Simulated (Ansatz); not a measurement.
The system is HfO2.

```
Hf O
1.0
     3.55802    0.00000    0.00000
     0.00000    3.55802    0.00000
     0.00000    0.00000    5.17186
Hf O
2 4
Direct
  0.00000 0.00000 0.00000
  0.50000 0.50000 0.50000
  0.00000 0.50000 0.19721
  0.50000 0.00000 0.30279
  0.50000 0.00000 0.80279
  0.00000 0.50000 0.69721
```

Measurements of this composition are mostly on another form, of space group No. 14.

- Program: Ansatz 0.2.0
- Task: relaxation of cell and atoms
- Functional: revPBE
- Dispersion: D4
- Potentials or basis: Ansatz PAW
- Cutoff: 420 eV (not typed: the program's choice for these potentials)
- k mesh: 8 × 8 × 5
- Occupations: fermi-dirac, width 0.05 eV
- Spin: no spin polarisation

At the start: volume 10.91 Å³/atom.

Q: How do energy, volume and symmetry change on relaxing?

A: It ends after 7 steps and the volume is 11.24 Å³/atom (+3.0 %); space group P4_2/nmc (No. 137, to 0.05 Å).

Step by step:
```tsv
step	energy change (eV)	largest force (eV/Å)	volume (Å³)
1	0.0000	0.0913	65.47
2	-0.0241	0.0407	67.52
3	-0.0262	0.0207	67.27
4	-0.0262	0.0038	67.31
5	-0.0359	0.0029	67.31
6	-0.0356	0.0007	67.41
7	-0.0359	0.0007	67.41
```

Final structure:
```xyz
6
Lattice="3.5893 0.0000 0.0000 0.0000 3.5893 0.0000 0.0000 0.0000 5.2325" Properties=species:S:1:pos:R:3 pbc="T T T"
Hf    0.0000    0.0000    0.0000
Hf    1.7946    1.7946    2.6162
O     0.0000    1.7946    1.0180
O     1.7946    0.0000    1.5982
O     1.7946    0.0000    4.2145
O     0.0000    1.7946    3.6343
```

Caveat: the plane-wave basis is chosen anew once the cell has moved, so the energies of steps on either side of that aren't comparable; the pressure holds a Pulay correction of +0.7 GPa for the finite cutoff; the PAW data sets come from PBE, with cores solved anew for the run's functional, which leaves a small shift of forces and pressure.
